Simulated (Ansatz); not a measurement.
A crystal relaxed with r2SCAN+rVV10 in the plane-wave code Ansatz has space group P-3m1 (No. 164) and a = 4.248 Å, c = 41.327 Å.

```json
{"atom": "Cd", "site": "2d", "x": "0.3333", "y": "0.6667", "z": "0.2500"}
{"atom": "Cd", "site": "2c", "x": "0.0000", "y": "0.0000", "z": "0.4167"}
{"atom": "Cd", "site": "2c", "x": "0.0000", "y": "0.0000", "z": "0.0833"}
{"atom": "Xx", "site": "2d", "x": "0.6667", "y": "0.3333", "z": "0.3751"}
{"atom": "Xx", "site": "2d", "x": "0.3333", "y": "0.6667", "z": "0.1249"}
{"atom": "Xx", "site": "2d", "x": "0.3333", "y": "0.6667", "z": "0.9582"}
{"atom": "Xx", "site": "2d", "x": "0.6667", "y": "0.3333", "z": "0.5417"}
{"atom": "Xx", "site": "2d", "x": "0.3333", "y": "0.6667", "z": "0.7916"}
{"atom": "Xx", "site": "2c", "x": "0.0000", "y": "0.0000", "z": "0.7084"}
```

r2SCAN gives an indirect gap of 2.71 eV, from k = (0, 1/8, -0.411) to M; the least direct gap is 2.85 eV at M. HSE06 gives an indirect gap of 3.21 eV, from k = (0, 1/8, -0.411) to M; the least direct gap is 3.37 eV at M. Meshes: r2SCAN 12×12×1, HSE06 6×6×1.

Task: Which element is Xx?
A. I
B. Cl
C. Br
D. F

Result: A. Xx is I: CdI2 (P-3m1) from a database of computed structures. Around Cd lie 6 I at 2.99–3.00 Å; around Cd lie 6 I at 3.00 Å; around I lie 3 Cd at 3.00 Å; around I lie 3 Cd at 2.99 Å (further sites aren't listed).

Calculated for a static, non-magnetic cell.

Spin-orbit coupling is left out, which matters wherever the heavy atoms make up the band edges.

Where an edge lies off the special points, it is a point of the mesh or the k point where a search put PBE's edge or least direct gap, reused for the other functionals, whose own edges may lie a little apart.

Coordinates of k points refer to the reciprocal vectors of the primitive cell of the runs.

The meshes of the hybrids are coarse, so their gaps aren't converged to the digits shown.
